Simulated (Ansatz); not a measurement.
Relaxing GaN

Computed with DFT r2SCAN, scalar-relativistic, plane waves, PAW in Ansatz.

The start is a database structure of GaN, space group F-43m (No. 216).

The final relaxation ran on this input, with the default PAW datasets:

```yaml
crystal:
  lattice:
    - [0.0, 2.2535006075, 2.2535006075]
    - [2.2535006075, 0.0, 2.2535006075]
    - [2.2535006075, 2.2535006075, 0.0]
  atoms:
    - { symbol: Ga, position: [0.0, 0.0, 0.0] }
    - { symbol: "N", position: [0.75, 0.75, 0.75] }
basis:
  ecutwfc: 500
kpoints:
  mp_grid: { grid: [10, 10, 10] }
hamiltonian:
  xc: r2scan
scf:
  occupations: { method: gaussian, width: 0.02 }
output:
  forces: true
  stress: true
  eigenvalues: true
relax:
  adjacent_minimum: "off"
  f_tol: 0.01
  max_steps: 80
  cell: { stress_tol: 0.05 }
```

Launched as:

```bash
ansatz run input.yaml --threads 1 --pin off --max-ram 3072MiB --backend cpu --events-out ev --progress --plain --runs-dir out
```

It took 14 s on 1 thread of Arm Neoverse V2, on a shared host, peak memory 0.36 GiB.

The program printed at the end:

```
SCF converged after 6 iterations
Free energy (F): -4176.373102 eV
Harris-Foulkes:  -4176.373102 eV  (|F-HF|=0.00e0)
Internal energy: -4176.373102 eV  (E = F + TS)
E sigma→0 (E₀):  -4176.373102 eV
Fermi energy:    10.550967 eV
--- Per-component energies (eV) ---
  E_band       = -15.028024
  E_kinetic    = 247.082044
  E_local      = -1948.471496  (includes V_loc(G=0)·N_el)
  E_nonlocal   = 476.371632
  E_hartree    = 898.971474
  E_xc         = -121.774789
  E_vxc        = -143.644029  (∫ρ·V_xc dr)
  E_paw        = -2137.212923  (= ΣΔE_a)
  E_vpaw       = -452.160755  (= ΣTr[D̂ρ^β])
  E_aug_tail   = -0.000022  (compensation charges beyond the density's cutoff)
  E_vtau       = 7.851675  (kinetic-family band-sum trace: ∫τ·v_τ [+ j·A + Jᵃ·Aᵃ] dr)
  E_ewald      = -1590.656388
  E_core_change = -0.682634  (= ΣΔE_core)
  E_smearing   =  0.000000  (= −TS)
  E_closure    =  0.000000  (closes the sum)
  Σ components = -4176.373102   (vs F -4176.373102, Δ=0.00e0)
--- Forces (eV/Å), atoms counted from 1 ---
  atom   1  Ga     0.00000000     0.00000000     0.00000000
  atom   2  N      0.00000000     0.00000000     0.00000000
  max |Σ_I F_I| component: 4.63e-17 eV/Å
--- Stress (GPa, compression-positive) ---
        0.001855       0.000000       0.000000
        0.000000       0.001855       0.000000
        0.000000       0.000000       0.001855
  P = ⅓ Tr σ = 0.0019 GPa (0.019 kbar)
--- Relaxed structure (3 steps of the walk, 3 accepted, 1 SCFs on fresh bases) ---
  F+E_penalty+E_count = -4176.37310230 eV   max|allowed force component| = 7.055e-17 eV/Å   (the final SCF, on the basis selected at the relaxed cell)
  cell:  # Å, volume = 22.7490 Å³
    - [0.000000, 2.248937, 2.248937]
    - [2.248937, 0.000000, 2.248937]
    - [2.248937, 2.248937, 0.000000]
  atoms:
    - { symbol: Ga, position: [0.000000, 0.000000, 0.000000] }
    - { symbol: N, position: [0.75, 0.75, 0.75] }
```

Total energies depend on the potentials used, so only differences within one code and one set of settings carry meaning.

The result has space group F-43m (No. 216). Ga has 4 N at 1.95 Å; around N lie 4 Ga at 1.95 Å.

Against the elements it lies at -0.647 eV/atom. Energies over the elements count from the elements' standard structures at the same level (N₂ as a molecule), with no empirical corrections.

A structure relaxed within its symmetry needn't be a true minimum.